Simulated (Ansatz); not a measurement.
# TiO2 (Anatase) (I4_1/amd) in Ansatz: band structure with HSE06

Aim: the band structure of TiO2 (Anatase) with HSE06.

All numbers are computed with Ansatz 0.2.0; they aren't measurements. Logs are shortened: lines on timing, memory, paths and dates and some standing lists are left out, and cuts for length are marked.

## Step 1: The structure

The structure is tetragonal, space group I4_1/amd (No. 141). Conventional cell: a = 3.784 Å, b = 3.784 Å, c = 9.515 Å, α = 90.00°, β = 90.00°, γ = 90.00°. Around Ti (site symmetry -4m2) lie 6 O at 1.93 to 1.98 Å. O (site symmetry 2mm) has 3 Ti at 1.93 to 1.98 Å as nearest neighbours.

## Step 2: Band structure, HSE06

The input, input:

```
crystal:
  lattice:
    - [-1.8921, 1.8921, 4.7573]
    - [1.8921, -1.8921, 4.7573]
    - [1.8921, 1.8921, -4.7573]
  atoms:
    - { symbol: Ti, position: [0.75, 0.25, 0.5] }
    - { symbol: Ti, position: [0.0, 0.0, 0.0] }
    - { symbol: O, position: [0.7919, 0.7919, 0.0] }
    - { symbol: O, position: [0.5419, 0.0419, 0.5] }
    - { symbol: O, position: [0.9581, 0.4581, 0.5] }
    - { symbol: O, position: [0.2081, 0.2081, 0.0] }
hamiltonian:
  xc: hse06
  pseudopotentials: { kind: paw }
kpoints:
  mp_grid: { grid: [8, 8, 8] }
  band_path:
    path:
      - [[0.0, 0.0, 0.0], [-0.5, 0.5, 0.0], [-0.5, 0.5, -0.0790928267], [-0.2895464134, 0.2895464134, -0.2895464134], [0.0, 0.0, 0.0], [0.5, 0.5, -0.5], [0.2895464134, 0.7104535866, -0.7104535866], [0.0, 0.5, -0.5], [-0.25, 0.75, -0.25], [0.0790928267, 0.9209071733, -0.5], [0.5, 0.5, -0.5]]
      - [[-0.5, 0.5, 0.0], [-0.25, 0.75, -0.25]]
    npoints: 4
scf:
  occupations: { method: fermi_dirac, width: 0.05 }
  n_extra_bands: 15
output:
  forces: true
  stress: true
  eigenvalues: true
  fatbands: false
```

Potentials or basis: Ansatz PAW.

The program printed:

```text
Warning: output.stress: scf.convergence.dr2_threshold = 1e-7 eV (the SCF's general default) is looser than the 6e-10 eV advised for a printed stress (1e-10 eV for each atom of the cell: 6). What an SCF threshold leaves in a stress goes as its square root, and in the free energy as the threshold itself, and one threshold admits the most on a small cell: of the crystals measured, under no hybrid functional and no lock of the moments, on runs that ended without the residual-converged pass, on stresses that held no estimate of that error, the worst erred by over 100 MPa in a component at 1e-7 eV an atom and by under 5 at 1e-10. Set scf.convergence.dr2_threshold to 6e-10 eV or tighter. The threshold is an SCF's pass mark: one that does not reach it within its budget of iterations ends unconverged, or closes short of it on a stop that the run arms, and scf.convergence.dr2_threshold's page says what that costs each kind of run
Warning: output.stress: scf.exx.energy_threshold = 1e-6 eV is looser than the 6e-8 eV advised for a stress under a hybrid functional (1e-8 eV for each atom of the cell: 6). Every SCF of the exchange loop can meet its threshold on dr2 while the loop round them stops early: no threshold on dr2 bounds what that leaves in the stress. Set scf.exx.energy_threshold to 6e-8 eV or tighter. The threshold is the loop's pass mark: a loop that does not reach it within its budget of cycles ends unconverged, and scf.exx.energy_threshold's page has the law
basis.fft_grid_basis auto: the FFT boxes are laid along the combinations [[1, 0, 1], [0, 1, 1], [0, 0, 1]] of the cell's own vectors, 3.784, 3.784 and 5.458 Å long. The dense box has 27×27×40 points. Along the cell's own vectors, as sized, it would have 40×40×40, 2.19 times as many. Of the 16 symmetry operations that the crystal satisfies within crystal.symmetry.tolerance (time reversal apart; of a slab, those that keep its plane) the dense box along the cell's own vectors carries 16, and the one as laid loses 14 of those. basis.fft_grid_basis: typed keeps the cell's own vectors: state it where this run's energies or levels are differenced outside the engine with another run's, or held beside a run that keeps those vectors.
scf.n_extra_bands = 15 over 24 filled bands (N_el = 48.0): the run solves 39 bands
GPUs: using 1 of 1 available (devices: 1).
Engine: ansatz 0.2.0, x86_64-unknown-linux-gnu
Pseudopotentials: kind: paw
Pseudopotential: Ti, paw, valence charge 12, recommended cutoff 420 eV (normal), Ti.paw.azcp
Pseudopotential: O, paw, valence charge 6, recommended cutoff 420 eV (normal), O.paw.azcp
Functional definition: HSE06
  parameter a = 0.25
  parameter omega = 0.11/bohr
  exchange = pbe_x - a*pbe_x_sr(omega) + a*exact_x_sr(omega)
  correlation = pbe_c
device memory: the entry about to start is reckoned to put 2.1 GiB on a device that reports 32.1 GiB free (of which the cap on the GPU budget leaves the run 18.0 GiB)
GPU FFT provider: cuFFT
GPU libraries: cuBLAS 13.8.2, cuFFT 12.4.0, cuSOLVER 12.3.4
Crystal: 6 atoms, lattice volume = 68.125 Å³
Basis set: ecut = 420 eV, 1315 PW (Γ), FFT grids on a1+a3, a2+a3, a3, exchange–correlation on 54×54×80 points (8 copies of the dense FFT grid, shifted against one another)
Bands: 39, of which v1, the nominal top of the filled ones, is band 24 counted from 1 (23 counted from 0)
Symmetry: 16 space group operations
Space group: I41/amd (ITA 141), of the structure as read, at distance tolerance 4.1e-5 Å
k-points: 59 of 512
Non-local potential: Ti, projectors of the file, l = 0: 3, l = 1: 2, l = 2: 3, l = 3: 1
Non-local potential: O, projectors of the file, l = 0: 2, l = 1: 2, l = 2: 1
PAW form: soft (Blöchl's): semilocal exchange-correlation on the pseudo side does not see the compensation charge
[... 57 lines left out ...]
Stability not checked: this state was not tested for a lower state beside it, because the functional holds exact exchange (a hybrid, or Hartree-Fock), whose exchange loop this test does not read (fock_operator; see scf.lower_state_search)
Free energy (F): -7276.006116 eV
Frozen-core exchange: fock
Harris-Foulkes:  -7276.006116 eV  (|F-HF|=1.76e-10)
Internal energy: -7276.006116 eV  (E = F + TS)
E sigma→0 (E₀):  -7276.006116 eV
Fermi energy:    8.184281 eV
--- Per-component energies (eV) ---
  E_band       = -570.642605
  E_kinetic    = 1250.760796
  E_local      = -3547.552029  (includes V_loc(G=0)·N_el)
  E_nonlocal   = 185.461090
  E_hartree    = 1370.351903
  E_xc         = -396.715317
  E_vxc        = -498.018771  (∫ρ·V_xc dr)
  E_exx        = -157.119372  (= α·E_x^exact, valence–valence)
  E_paw        = -2658.557100  (= ΣΔE_a)
  E_vpaw       = -387.768676  (= ΣTr[D̂ρ^β])
  E_aug_tail   = 0.009982  (compensation charges beyond the density's cutoff)
  E_ewald      = -3322.195552
  E_core_change = -0.450516  (= ΣΔE_core)
  E_smearing   = -0.000000  (= −TS)
  E_closure    = -0.000001  (closes the sum)
  Σ components = -7276.006116   (vs F -7276.006116, Δ=0.00e0)
--- Forces (eV/Å), atoms counted from 1 ---
  atom   1  Ti     0.00000000     0.00000000     0.00000000
  atom   2  Ti    -0.00000000     0.00000000    -0.00000000
  atom   3  O      0.00000000     0.00000000     0.15735452
  atom   4  O     -0.00000000     0.00000000     0.15735452
  atom   5  O     -0.00000000     0.00000000    -0.15735452
  atom   6  O      0.00000000     0.00000000    -0.15735452
  max |Σ_I F_I| component: 2.78e-17 eV/Å
--- Stress (GPa, compression-positive) ---
       -2.196989      -0.000000       0.000000
       -0.000000      -2.196989      -0.000000
        0.000000      -0.000000      -1.904093
  P = ⅓ Tr σ = -2.0994 GPa (-20.994 kbar)
--- Band table (eV; the first three rows and the last of 59) ---
  k-point 0: bands = ["-54.2859", "-54.2217", "-29.1329", "-28.8787", "-28.8787", "-28.8026", "-28.8026", "-28.6950", "-13.0535", "-11.9601", "-11.7997", "-11.4415", "1.9845", "2.1721", "2.1721", "2.5453", "4.0459", "4.0531", "4.0531", "5.4945", "5.5326", "5.5326", "5.8338", "5.8338", "9.9510", "10.8174", "12.0307", "12.0307", "12.0893", "12.0893", "12.9000", "13.2237", "13.2819", "14.2610", "15.5197", "20.2148", "21.4520", "24.3894", "24.3894"]
  k-point 1: bands = ["-54.2829", "-54.2235", "-29.1308", "-28.9087", "-28.8883", "-28.8188", "-28.8019", "-28.6899", "-12.8930", "-11.8621", "-11.7309", "-11.3936", "1.8225", "1.9530", "1.9740", "2.5782", "3.7481", "4.1610", "4.2160", "5.1288", "5.1483", "5.1814", "5.5485", "6.0053", "10.5842", "10.9082", "11.3813", "11.7945", "11.8012", "12.0517", "13.4869", "13.7673", "14.0037", "14.5288", "16.1016", "20.3805", "21.5001", "22.8919", "25.0956"]
  k-point 2: bands = ["-54.2745", "-54.2290", "-29.1256", "-28.9743", "-28.9102", "-28.8584", "-28.7943", "-28.6901", "-12.4719", "-11.6398", "-11.5532", "-11.2822", "1.3013", "1.6036", "1.8525", "2.7844", "3.2017", "3.5496", "3.7883", "4.1466", "4.2847", "5.2878", "5.6598", "6.0758", "10.9524", "11.0487", "11.5214", "11.7618", "11.7665", "12.4152", "13.8036", "14.8295", "14.9282", "14.9628", "17.4803", "20.7587", "21.2117", "21.8156", "23.7757"]
  k-point 58: bands = ["-54.2539", "-54.2539", "-28.9180", "-28.9180", "-28.9075", "-28.9075", "-28.7734", "-28.7734", "-12.4204", "-12.4204", "-11.7333", "-11.7333", "2.2499", "2.2499", "2.2741", "2.2741", "4.1242", "4.1242", "4.8376", "4.8376", "4.9330", "4.9330", "6.2085", "6.2085", "10.3683", "10.3683", "11.8757", "11.8757", "12.2722", "12.2722", "12.8450", "12.8450", "13.7516", "13.7516", "17.5871", "17.5871", "24.0833", "24.0833", "24.9713"]
```

bands.tsv:

```text
[... 67 lines left out ...]
7.262283	-62.434109	-62.434109	-37.274156	-37.274156	-37.111316	-37.111316	-36.923712	-36.923712	-19.759413	-19.759413	-19.388109	-19.388109	-6.600901	-6.600901	-6.566128	-6.566128	-5.995574	-5.995574	-5.139314	-5.139314	-3.580105	-3.580105	-2.089893	-2.089893	3.404006	3.404006	3.422505	3.422505	4.892499	4.892499	6.427997	6.427997	7.425629	7.425629	12.062604	12.062604	12.485271	12.485271	16.120418
```

Run time: 5.9 min. Hardware: 1 × NVIDIA H100 80GB HBM3 with 2 threads of AMD EPYC 7R13 (Zen 3), shared host; peak memory 6.6 GiB.

What came out:

- Free energy: -7276.0061 eV
- Pressure: -2.1 GPa
- Largest force: 0.157 eV/Å
- Band gap on the k mesh: 3.66 eV, indirect (least direct gap 3.98 eV)
- Band gap along the path: 3.66 eV, indirect (least direct gap 3.98 eV)

Forces in eV/Å, atoms in the order of the input:
```
Ti   0.000  0.000  0.000
Ti   0.000  0.000  0.000
O    0.000  0.000  0.157
O    0.000  0.000  0.157
O    0.000  0.000 -0.157
O    0.000  0.000 -0.157
```

Levels at the corners of the path, in eV from the valence-band top:
| point | band 21 | band 22 | band 23 | band 24 | band 25 | band 26 | band 27 | band 28 |
| --- | --- | --- | --- | --- | --- | --- | --- | --- |
| Γ | -0.76 | -0.76 | -0.46 | -0.46 | 3.66 | 4.52 | 5.74 | 5.74 |
| X | -2.18 | -2.18 | -0.01 | -0.01 | 5.06 | 5.06 | 5.55 | 5.55 |
| Y | -2.01 | -2.01 | -0.05 | -0.05 | 5.02 | 5.02 | 5.49 | 5.49 |
| S | -1.27 | -0.99 | -0.94 | -0.88 | 4.86 | 5.24 | 5.26 | 5.36 |
| Γ | -0.76 | -0.76 | -0.46 | -0.46 | 3.66 | 4.52 | 5.74 | 5.74 |
| Z | -1.36 | -1.36 | -0.08 | -0.08 | 4.08 | 4.08 | 5.58 | 5.58 |
| S1 | -1.27 | -0.99 | -0.94 | -0.88 | 4.86 | 5.24 | 5.26 | 5.36 |
| N | -2.06 | -0.99 | -0.90 | -0.67 | 4.94 | 5.26 | 5.26 | 5.41 |
| P | -1.69 | -1.69 | -0.20 | -0.20 | 5.30 | 5.30 | 5.31 | 5.31 |
| Y1 | -2.01 | -2.01 | -0.05 | -0.05 | 5.02 | 5.02 | 5.49 | 5.49 |
| Z | -1.36 | -1.36 | -0.08 | -0.08 | 4.08 | 4.08 | 5.58 | 5.58 |
| X | -2.18 | -2.18 | -0.01 | -0.01 | 5.06 | 5.06 | 5.55 | 5.55 |
| P | -1.69 | -1.69 | -0.20 | -0.20 | 5.30 | 5.30 | 5.31 | 5.31 |

Caveat: the pressure holds a Pulay correction of +0.5 GPa for the finite cutoff; the PAW data sets come from PBE, with cores solved anew for the run's functional, which leaves a small shift of forces and pressure; the thresholds are loose for stress.
